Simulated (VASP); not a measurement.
# Pt: single point with LDA

The system is Pt, a slab with vacuum.

```
CELL_PARAMETERS angstrom
5.54372 0.00000 0.00000
2.77186 4.80100 0.00000
0.00000 0.00000 23.28964
ATOMIC_POSITIONS crystal
Pt 0.00000 0.00000 0.10734
Pt 0.50000 0.00000 0.10734
Pt 0.00000 0.50000 0.10734
Pt 0.50000 0.50000 0.10734
Pt 0.16667 0.16667 0.20452
Pt 0.66667 0.16667 0.20452
Pt 0.16667 0.66667 0.20452
Pt 0.66667 0.66667 0.20452
Pt 0.83333 0.33333 0.30125
Pt 0.33333 0.33333 0.30125
Pt 0.83333 0.83333 0.30125
Pt 0.33333 0.83333 0.30125
Pt 0.00000 0.00000 0.39983
Pt 0.50000 0.00000 0.39983
Pt 0.00000 0.50000 0.39983
Pt 0.50000 0.50000 0.39983
```

The cell was built by a generator and needn't be a form met in nature.

```
Program             : VASP 6.6.1
Task                : single point
Functional          : LDA
Potentials or basis : VASP PAW LDA potentials, release 64 (Pt)
Cutoff              : 400 eV
k mesh              : 6 × 6 × 1
Occupations         : methfessel-paxton, width 0.1 eV
Spin                : no spin polarisation
```

| Quantity | Value |
| --- | --- |
| Largest force | 0.404 eV/Å |
| Band gap on the k mesh | none (metal or under the smearing width) |

Forces on the atoms (eV/Å):
```
Pt   0.000  0.000  0.198
Pt   0.000  0.000  0.198
Pt   0.000  0.000  0.198
Pt   0.000  0.000  0.198
Pt   0.000  0.000  0.116
Pt   0.000  0.000  0.116
Pt   0.000  0.000  0.116
Pt   0.000  0.000  0.116
Pt   0.000  0.000  0.090
Pt   0.000  0.000  0.090
Pt   0.000  0.000  0.090
Pt   0.000  0.000  0.090
Pt   0.000  0.000 -0.404
Pt   0.000  0.000 -0.404
Pt   0.000  0.000 -0.404
Pt   0.000  0.000 -0.404
```

Levels at points of the mesh, in eV from the Fermi level:
| k point | band 76 | band 77 | band 78 | band 79 | band 80 | band 81 | band 82 | band 83 |
| --- | --- | --- | --- | --- | --- | --- | --- | --- |
| (0.00, 0.00, 0.00) | 0.28 | 0.28 | 0.28 | 0.57 | 0.57 | 0.57 | 0.60 | 0.61 |
| (0.50, 0.00, 0.00) | -0.52 | -0.31 | -0.31 | 0.06 | 0.06 | 0.07 | 0.07 | 0.29 |
| (0.50, 0.50, 0.00) | -0.52 | -0.31 | -0.31 | 0.06 | 0.06 | 0.07 | 0.07 | 0.29 |
| (0.00, 0.50, 0.00) | -0.52 | -0.31 | -0.31 | 0.06 | 0.06 | 0.07 | 0.07 | 0.29 |

It took 5.4 min on 4 MPI ranks on AMD EPYC 9R45 (Zen 5) (shared host), peak memory 0.66 GiB a rank.

Spin-orbit coupling is left out, which matters for the levels of Pt.
